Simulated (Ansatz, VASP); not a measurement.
# One calculation of Ge, two programs

The input INCAR:

```
  PREC = Accurate
  ENCUT = 520
  EDIFF = 1E-6
  ISMEAR = 0
  SIGMA = 0.15
  LREAL = F
  LASPH = T
  NELM = 100
  ALGO = Normal
  ISIF = 2
  LWAVE = F
  LCHARG = F
  GGA = PE
  IVDW = 12
  NBANDS = 13
```

The input KPOINTS:

```
Automatic mesh
0
Gamma
  20 20 20
```

POSCAR

```
Ge
1.0
    0.0000000000      2.0983605250      2.1613113407
    2.0983605250      0.0000000000      2.1613113407
    2.0983605250      2.0983605250      0.0000000000
Ge
1
Direct
    0.0000000000      0.0000000000      0.0000000000
```

Input for Ansatz:

```yaml
crystal:
  lattice:
    - [0.0, 2.098360525, 2.1613113407]
    - [2.098360525, 0.0, 2.1613113407]
    - [2.098360525, 2.098360525, 0.0]
  atoms:
    - { symbol: Ge, position: [0.0, 0.0, 0.0] }
basis:
  ecutwfc: 420
kpoints:
  mp_grid: { grid: [20, 20, 20] }
hamiltonian:
  xc: pbe
  dispersion: d3bj
scf:
  occupations: { method: gaussian, width: 0.15 }
output:
  forces: true
  stress: true
  eigenvalues: true
```

Change from the starting cell: strain +0.000 along x and y, +0.030 along z, atoms carried along.

Alike in both runs: task single point; functional PBE; dispersion D3(BJ); k mesh 20 × 20 × 20; occupations gaussian, width 0.15 eV; no spin polarisation.

```csv
,VASP,Ansatz
version,VASP 6.6.1,Ansatz 0.2.0
potentials or method,"VASP PAW PBE potentials, release 64 (Ge_d)","scalar-relativistic, plane waves, PAW"
plane-wave cutoff (eV),520,420
valence electrons in the cell,14,14
```

VASP gave:

* gap on the k mesh at the Fermi level (eV): none
* pressure (GPa): -1.2
* largest component of the traceless stress (GPa): 0.65

Which values does Ansatz return?

gap on the k mesh at the Fermi level (eV): none; pressure (GPa): -1.1; largest component of the traceless stress (GPa): 0.65.

A gap of «none» marks a metal or a gap that the smearing closes.

Caveats: pairwise dispersion overbinds metals, which lowers pressure and volume.
